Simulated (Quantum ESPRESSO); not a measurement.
# Zr (P6_3/mmc) in Quantum ESPRESSO: notebook, part 2 of 2

Quantum ESPRESSO 7.5.

## (3) Wannier functions, PBE

Contents of pw.in:

```
&CONTROL
  calculation = 'scf'
  prefix = 'pwscf'
  outdir = './tmp'
  pseudo_dir = './pseudo'
  tprnfor = .true.
  tstress = .true.
  disk_io = 'low'
/
&SYSTEM
  ibrav = 0
  nat = 2
  ntyp = 1
  ecutwfc = 45
  ecutrho = 360
  nbnd = 19
  occupations = 'smearing'
  smearing = 'fd'
  degauss = 0.00367493
/
&ELECTRONS
  conv_thr = 4d-10
  electron_maxstep = 120
  mixing_beta = 0.5
/
ATOMIC_SPECIES
Zr    91.2240 zr_pbe_v1.uspp.F.UPF
CELL_PARAMETERS angstrom
   3.2320000000    0.0000000000    0.0000000000
  -1.6160000000    2.7989941050    0.0000000000
   0.0000000000    0.0000000000    5.1470000000
ATOMIC_POSITIONS crystal
Zr     0.6666666667    0.3333333333    0.7500000000
Zr     0.3333333333    0.6666666667    0.2500000000
K_POINTS automatic
7 7 4 0 0 0
```

Contents of nscf.in:

```
&CONTROL
  calculation = 'nscf'
  prefix = 'pwscf'
  outdir = './tmp'
  pseudo_dir = './pseudo'
  disk_io = 'low'
/
&SYSTEM
  ibrav = 0
  nat = 2
  ntyp = 1
  ecutwfc = 45
  ecutrho = 360
  nbnd = 37
  occupations = 'smearing'
  smearing = 'fd'
  degauss = 0.00367493
  nosym = .true.
  noinv = .true.
/
&ELECTRONS
  conv_thr = 1d-09
  electron_maxstep = 120
  mixing_beta = 0.5
  diago_full_acc = .true.
/
ATOMIC_SPECIES
Zr    91.2240 zr_pbe_v1.uspp.F.UPF
CELL_PARAMETERS angstrom
   3.2320000000    0.0000000000    0.0000000000
  -1.6160000000    2.7989941050    0.0000000000
   0.0000000000    0.0000000000    5.1470000000
ATOMIC_POSITIONS crystal
Zr     0.6666666667    0.3333333333    0.7500000000
Zr     0.3333333333    0.6666666667    0.2500000000
K_POINTS crystal
75
  0.00000000   0.00000000   0.00000000 1.33333333e-02
  0.00000000   0.00000000   0.33333333 1.33333333e-02
  0.00000000   0.00000000   0.66666667 1.33333333e-02
  0.00000000   0.20000000   0.00000000 1.33333333e-02
  0.00000000   0.20000000   0.33333333 1.33333333e-02
  0.00000000   0.20000000   0.66666667 1.33333333e-02
[... 67 lines left out ...]
  0.80000000   0.80000000   0.33333333 1.33333333e-02
  0.80000000   0.80000000   0.66666667 1.33333333e-02
```

Contents of pw2wan.in:

```
&INPUTPP
  prefix = 'pwscf'
  outdir = './tmp'
  seedname = 'w'
  write_mmn = .true.
  write_amn = .true.
/
```

Contents of bands.in:

```
&CONTROL
  calculation = 'bands'
  prefix = 'pwscf'
  outdir = './tmp'
  pseudo_dir = './pseudo'
  disk_io = 'low'
/
&SYSTEM
  ibrav = 0
  nat = 2
  ntyp = 1
  ecutwfc = 45
  ecutrho = 360
  nbnd = 37
  occupations = 'smearing'
  smearing = 'fd'
  degauss = 0.00367493
/
&ELECTRONS
  conv_thr = 1d-08
  electron_maxstep = 120
  mixing_beta = 0.5
  diago_full_acc = .true.
/
ATOMIC_SPECIES
Zr    91.2240 zr_pbe_v1.uspp.F.UPF
CELL_PARAMETERS angstrom
   3.2320000000    0.0000000000    0.0000000000
  -1.6160000000    2.7989941050    0.0000000000
   0.0000000000    0.0000000000    5.1470000000
ATOMIC_POSITIONS crystal
Zr     0.6666666667    0.3333333333    0.7500000000
Zr     0.3333333333    0.6666666667    0.2500000000
K_POINTS crystal
90
  0.00000000   0.00000000   0.00000000 1
  0.04166700   0.00000000   0.00000000 1
  0.08333300   0.00000000   0.00000000 1
  0.12500000   0.00000000   0.00000000 1
  0.16666700   0.00000000   0.00000000 1
  0.20833300   0.00000000   0.00000000 1
[... 82 lines left out ...]
  0.33333300   0.33333300   0.42857100 1
  0.33333300   0.33333300   0.50000000 1
```

Contents of w.win:

```
num_wann = 18
num_bands = 29
guiding_centres = true
dis_froz_max = 15.23
dis_num_iter = 600
dis_mix_ratio = 0.5
dis_conv_tol = 1.0d-9
num_iter = 400
conv_tol = 1.0d-9
conv_window = 4
num_print_cycles = 40
fermi_energy = 14.2267
bands_plot = true
write_hr = true
mp_grid = 5 5 3
exclude_bands = 1-8
begin projections
Zr: s;p;d
end projections
begin unit_cell_cart
ang
  3.2320000000   0.0000000000   0.0000000000
 -1.6160000000   2.7989941050   0.0000000000
  0.0000000000   0.0000000000   5.1470000000
end unit_cell_cart
begin atoms_frac
Zr   0.6666666667   0.3333333333   0.7500000000
Zr   0.3333333333   0.6666666667   0.2500000000
end atoms_frac
begin kpoint_path
G   0.0000000000   0.0000000000   0.0000000000  M   0.5000000000   0.0000000000   0.0000000000
M   0.5000000000   0.0000000000   0.0000000000  K   0.3333333333   0.3333333333   0.0000000000
K   0.3333333333   0.3333333333   0.0000000000  G   0.0000000000   0.0000000000   0.0000000000
G   0.0000000000   0.0000000000   0.0000000000  A   0.0000000000   0.0000000000   0.5000000000
A   0.0000000000   0.0000000000   0.5000000000  L   0.5000000000   0.0000000000   0.5000000000
L   0.5000000000   0.0000000000   0.5000000000  H   0.3333333333   0.3333333333   0.5000000000
H   0.3333333333   0.3333333333   0.5000000000  A   0.0000000000   0.0000000000   0.5000000000
L   0.5000000000   0.0000000000   0.5000000000  M   0.5000000000   0.0000000000   0.0000000000
K   0.3333333333   0.3333333333   0.0000000000  H   0.3333333333   0.3333333333   0.5000000000
end kpoint_path
bands_num_points = 12
begin kpoints
  0.00000000   0.00000000   0.00000000
  0.00000000   0.00000000   0.33333333
  0.00000000   0.00000000   0.66666667
  0.00000000   0.20000000   0.00000000
  0.00000000   0.20000000   0.33333333
  0.00000000   0.20000000   0.66666667
[... 67 lines left out ...]
  0.80000000   0.80000000   0.33333333
  0.80000000   0.80000000   0.66666667
end kpoints
```

Potentials or basis: GBRV 1.5 PBE.

Launch:

```bash
$ OMP_NUM_THREADS=1 pw.x -in pw.in > pw.out
$ OMP_NUM_THREADS=1 pw.x -in nscf.in > nscf.out
$ wannier90.x -pp w
$ OMP_NUM_THREADS=1 pw2wannier90.x -in pw2wan.in > pw2wan.out
$ wannier90.x w
$ OMP_NUM_THREADS=1 pw.x -in bands.in > bands.out
```

pw.out:

```text
This program is part of the open-source Quantum ESPRESSO suite
     for quantum simulation of materials; please cite
[... 9 lines left out ...]
     --------------------
     sticks:   dense  smooth     PW     G-vecs:    dense   smooth      PW
     Sum         925     463    139                36347    12827    2177

     Using Slab Decomposition

     bravais-lattice index     =            0
     lattice parameter (alat)  =       6.1076  a.u.
     unit-cell volume          =     314.2130 (a.u.)^3
     number of atoms/cell      =            2
     number of atomic types    =            1
     number of electrons       =        24.00
     number of Kohn-Sham states=           19
     kinetic-energy cutoff     =      45.0000  Ry
     charge density cutoff     =     360.0000  Ry
     scf convergence threshold =      4.0E-10
     mixing beta               =       0.5000
     number of iterations used =            8  plain     mixing
     Exchange-correlation= SLA  PW   PBE  PBE
                           (   1   4   3   4   0   0   0)

     celldm(1)=   6.107595  celldm(2)=   0.000000  celldm(3)=   0.000000
     celldm(4)=   0.000000  celldm(5)=   0.000000  celldm(6)=   0.000000

     crystal axes: (cart. coord. in units of alat)
               a(1) = (   1.000000   0.000000   0.000000 )
               a(2) = (  -0.500000   0.866025   0.000000 )
               a(3) = (   0.000000   0.000000   1.592512 )

     reciprocal axes: (cart. coord. in units 2 pi/alat)
               b(1) = (  1.000000  0.577350 -0.000000 )
               b(2) = (  0.000000  1.154701  0.000000 )
[... 59 lines left out ...]

     starting charge      23.9957, renormalised to      24.0000

     negative rho (up, down):  1.211E-01 0.000E+00
     Starting wfcs are   26 randomized atomic wfcs

     Self-consistent Calculation

     iteration #  1     ecut=    45.00 Ry     beta= 0.50
     Davidson diagonalization with overlap
     ethr =  1.00E-02,  avg # of iterations =  2.0

     Threshold (ethr) on eigenvalues was too large:
     Diagonalizing with lowered threshold

     Davidson diagonalization with overlap
     ethr =  1.32E-04,  avg # of iterations =  2.1

     negative rho (up, down):  1.222E-01 0.000E+00
[... 58 lines left out ...]
     iteration #  8     ecut=    45.00 Ry     beta= 0.50
     Davidson diagonalization with overlap
     ethr =  3.56E-11,  avg # of iterations =  2.0

     negative rho (up, down):  1.240E-01 0.000E+00

     End of self-consistent calculation

          k = 0.0000 0.0000 0.0000 (  1617 PWs)   bands (ev):

   -34.6783 -34.5236 -13.2070 -12.3390 -12.3390 -12.2011 -12.1976 -12.1976
     8.5089  11.1327  15.0223  15.0223  15.1745  15.3273  15.7158  15.7158
    16.2966  16.2966  18.5917
[... 135 lines left out ...]
   -34.5097 -34.5097 -12.9940 -12.9940 -12.6910 -12.6910 -12.3632 -12.3632
    12.2913  12.2913  13.3179  13.3179  14.0922  14.0922  16.1097  16.1097
    18.7581  18.7581  21.3802

     the Fermi energy is    14.2267 ev

!    total energy              =    -198.30615291 Ry
     estimated scf accuracy    <          9.3E-12 Ry
     smearing contrib. (-TS)   =      -0.00156608 Ry
     internal energy E=F+TS    =    -198.30458683 Ry

     The total energy is F=E-TS. E is the sum of the following terms:
     one-electron contribution =     -35.82620629 Ry
     hartree contribution      =      27.20253807 Ry
     xc contribution           =     -35.54353801 Ry
     ewald contribution        =    -154.13738060 Ry

     convergence has been achieved in   8 iterations

     negative rho (up, down):  1.240E-01 0.000E+00

     Forces acting on atoms (cartesian axes, Ry/au):

     atom    1 type  1   force =     0.00000000    0.00000000    0.00000000
     atom    2 type  1   force =     0.00000000    0.00000000    0.00000000

     Total force =     0.000000     Total SCF correction =     0.000000

     Computing stress (Cartesian axis) and pressure

     negative rho (up, down):  1.240E-01 0.000E+00
          total   stress  (Ry/bohr**3)                   (kbar)     P=        5.28
   0.00003750  -0.00000000   0.00000000            5.52       -0.00        0.00
  -0.00000000   0.00003750  -0.00000000           -0.00        5.52       -0.00
   0.00000000  -0.00000000   0.00003273            0.00       -0.00        4.81

=------------------------------------------------------------------------------=
   JOB DONE.
=------------------------------------------------------------------------------=
```

w-pp.out:

```text
b_k Directions (Ang^-1)                          |
 |                           -----------------------                          |
 |            No.           x           y           z                         |
 |            ---        --------------------------------                     |
 |             1         0.000000    0.000000    0.406916                     |
 |             2         0.000000    0.448960    0.000000                     |
 |             3         0.388811    0.224480    0.000000                     |
 |             4         0.388811   -0.224480    0.000000                     |
 +----------------------------------------------------------------------------+

 Time to get kmesh              0.023 (sec)
 *============================================================================*
 |                              MEMORY ESTIMATE                               |
 *============================================================================*
 |                        Disentanglement           12.32 Mb                  |
 |                            Wannierise:            8.51 Mb                  |
 |                          plot_wannier:            8.51 Mb                  |
 *----------------------------------------------------------------------------*

 Starting a new Wannier90 calculation ...

 Time to write kmesh            0.031 (sec)

 Exiting... w.nnkp written.
```

It took 3.6 min on 1 thread of Arm Neoverse V1, shared host; peak memory 0.16 GiB.

Results:

| Item | Value |
| --- | --- |
| Free energy | -2698.0927 eV |
| Pressure | 0.5 GPa |
| Band gap on the k mesh | none (metal or under the smearing width) |
| Total Wannier spread | 25.49 Å² over 18 functions |
| RMS miss of the Wannier bands | 0.032 eV |

Levels at the corners of the path, in eV from the Fermi level:
```csv
point,band 8,band 9,band 10,band 11,band 12,band 13,band 14,band 15,band 16,band 17
Γ,-26.42,-5.72,-3.09,0.80,0.80,0.95,1.10,1.49,1.49,2.07
M,-26.53,-2.63,-2.57,-2.21,-0.28,0.47,0.72,1.40,4.82,5.23
K,-26.81,-2.16,-1.42,-1.42,-1.21,0.20,0.20,1.74,4.24,4.24
Γ,-26.42,-5.72,-3.09,0.80,0.80,0.95,1.10,1.49,1.49,2.07
A,-26.50,-4.01,-4.01,-0.02,-0.02,0.70,0.70,0.70,0.70,3.88
L,-26.65,-2.93,-2.93,-1.12,-1.12,1.56,1.56,2.14,2.14,5.06
H,-26.59,-1.50,-1.50,-1.34,-1.34,-0.10,-0.10,1.97,1.97,4.32
A,-26.50,-4.01,-4.01,-0.02,-0.02,0.70,0.70,0.70,0.70,3.88
L,-26.65,-2.93,-2.93,-1.12,-1.12,1.56,1.56,2.14,2.14,5.06
M,-26.53,-2.63,-2.57,-2.21,-0.28,0.47,0.72,1.40,4.82,5.23
K,-26.81,-2.16,-1.42,-1.42,-1.21,0.20,0.20,1.74,4.24,4.24
H,-26.59,-1.50,-1.50,-1.34,-1.34,-0.10,-0.10,1.97,1.97,4.32
```

Wannier functions:
```tsv
function	nearest atom	distance (Å)	spread (Å²)	on-site energy from the reference level (eV)
1	1 Zr	1.84	1.59	7.52
2	2 Zr	1.87	1.69	7.29
3	1 Zr	1.84	1.59	7.52
4	1 Zr	1.84	1.60	7.52
5	1 Zr	0.19	1.32	4.09
6	1 Zr	0.01	1.17	4.51
7	1 Zr	0.00	1.16	4.50
8	1 Zr	0.19	1.31	4.17
9	1 Zr	0.16	1.31	4.17
10	2 Zr	1.84	1.59	7.52
11	1 Zr	1.87	1.69	7.29
12	2 Zr	1.84	1.60	7.53
13	2 Zr	1.84	1.60	7.52
14	2 Zr	0.19	1.32	4.10
15	2 Zr	0.01	1.17	4.51
16	2 Zr	0.00	1.16	4.50
17	2 Zr	0.19	1.31	4.17
18	2 Zr	0.16	1.31	4.17
```

Parts of the spread (Å²): invariant 22.10, diagonal 0.038, off-diagonal 3.35, total 25.49. Against the direct bands the interpolation misses by 32 meV (root mean square) and 194 meV at most, for states up to 1 eV over the reference level.

Caveat: the k mesh is coarse; the Wannier minimisation didn't converge.
